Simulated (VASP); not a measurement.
Runs of VASP 6.6.1 on AlN. Symmetry: P6_3mc, No. 186, hexagonal system. Conventional cell: a = 3.129 Å, b = 3.129 Å, c = 5.017 Å, α = 90.00°, β = 90.00°, γ = 120.00°. Al (site symmetry 3m) is surrounded by 4 N at 1.90 to 1.91 Å. N (site symmetry 3m) is surrounded by 4 Al at 1.90 to 1.91 Å. The cell is a database's computed one.

```tsv
task	level	potentials or basis	cell	k mesh	cutoff (eV)	mesh quality	gap on the mesh (eV)	pressure (GPa)	relaxed volume (Å³/atom)
relaxation of cell and atoms	PBEsol	VASP PAW PBE potentials, release 64 (Al, N_s)	relaxed	9 × 9 × 6	480	not flagged	4.12	0.0	10.46
relaxation of cell and atoms	LDA	VASP PAW LDA potentials, release 64 (Al, N)	relaxed	9 × 9 × 6	600	not flagged	(a)	0.0	10.24
relaxation of cell and atoms	PBEsol	VASP PAW PBE potentials, release 64 (Al, N)	relaxed	9 × 9 × 6	580	not flagged	4.12	0.0	10.45
single point	PBEsol	VASP PAW PBE potentials, release 64 (Al, N)	as given	9 × 9 × 6	520	not flagged	3.98	(c)	-
relaxation of cell and atoms	PBEsol	VASP PAW PBE potentials, release 64 (Al, N)	relaxed	9 × 9 × 6	600	not flagged	4.12	0.0	10.45
relaxation of cell and atoms	PBEsol	VASP PAW PBE potentials, release 64 (Al, N)	relaxed	3 × 3 × 2	600	coarse	4.03	0.0	10.45
relaxation of cell and atoms	RPBE	VASP PAW PBE potentials, release 64 (Al, N)	relaxed	9 × 9 × 6	600	not flagged	(b)	0.0	10.80
```

Alike in all rows: no spin polarisation; smearing gaussian 0.02 eV.

Q: Estimate the missing entries.

A: (a) 4.40; (b) 3.97; (c) -3.2.

Caveats: some runs use coarse meshes; the PAW data sets were made with another functional, which shifts forces and pressure a little (some runs); an odd mesh through Γ misses points on the zone boundary, where band edges often lie (some runs).

Runs at the PBE level aren't shown here.
